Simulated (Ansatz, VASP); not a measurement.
# GdO: VASP beside Ansatz

File INCAR:

```
SYSTEM = GdO
PREC = Accurate ; ENCUT = 520
EDIFF = 1E-6 ; ISMEAR = 0
SIGMA = 0.05 ; LREAL = .False.
LASPH = .True. ; NELM = 150
ALGO = Normal ; ISIF = 2
LWAVE = .False. ; LCHARG = .True.
ISPIN = 2 ; MAGMOM = 7 0
LORBIT = 11 ; LMAXMIX = 6
LDAU = .True. ; LDAUTYPE = 2
LDAUL = 3 -1 ; LDAUU = 4 0
LDAUJ = 0 0 ; LDAUPRINT = 1
GGA = PS ; LELF = .True.
LVHAR = .True. ; NBANDS = 23
```

Contents of KPOINTS:

```
Automatic mesh
0
Gamma
  6 6 6
  0 0 0
```

File POSCAR:

```
GdO
1.0
    0.0000000000      2.7000000000      2.7000000000
    2.7000000000      0.0000000000      2.7000000000
    2.7000000000      2.7000000000      0.0000000000
Gd O
1 1
Direct
    0.0000000000      0.0000000000      0.0000000000
    0.2500000000      0.2500000000      0.2500000000
```

Input for Ansatz:

```yaml
crystal:
  lattice:
    - [0.0, 2.7, 2.7]
    - [2.7, 0.0, 2.7]
    - [2.7, 2.7, 0.0]
  atoms:
    - { symbol: Gd, position: [0.0, 0.0, 0.0], spin: 7.0 }
    - { symbol: O, position: [0.25, 0.25, 0.25] }
basis:
  ecutwfc: 420
  ecutrho_ratio: 4
kpoints:
  mp_grid: { grid: [6, 6, 6] }
hamiltonian:
  xc: pbesol
  hubbard: { sites: [{ site: 0, l: f, u_eff: 4.0 }] }
scf:
  occupations: { method: gaussian, width: 0.05 }
  lower_state_search: "off"
  max_iter: 150
output:
  forces: true
  stress: true
  eigenvalues: true
  populations: true
  hubbard: { sites: [{ site: 0, l: f }] }
magnetization:
  spin_polarized: true
```

Alike in both runs: task single point; functional PBEsol; k mesh 6 × 6 × 6; occupations gaussian, width 0.05 eV; collinear spin; Hubbard terms Gd f U = 4.0 eV.

```csv
,VASP,Ansatz
version,VASP 6.6.1,Ansatz 0.2.0
potentials or method,"VASP PAW PBE potentials, release 64 (Gd, O)","scalar-relativistic, plane waves, PAW"
plane-wave cutoff (eV),520,420
valence electrons in the cell,24,24
```

```csv
,VASP,Ansatz,Ansatz less VASP
gap on the k mesh at the Fermi level (eV),none,none,-
pressure (GPa),-4.0,-4.1,-0.17
net moment per atom (μB),3.93,3.93,0.000
size of the moment on the site where the two differ most (μB),7.06,7.00,-0.059
```

Site moments also hang on the region over which each program counts them. The programs project onto different local orbitals, so the same U acts differently. A gap of «none» marks a metal or a gap that the smearing closes. Ansatz warned: «filled_band_counts_differ_across_k_points».

Caveats: the PAW data sets were made with another functional, which shifts forces and pressure a little (VASP); spin-orbit coupling is left out, which moves the levels of the heavy elements; a cell with one magnetic atom can't hold antiferromagnetic order, which such compounds often take. The state reached can hang on the start; a lower one may exist.
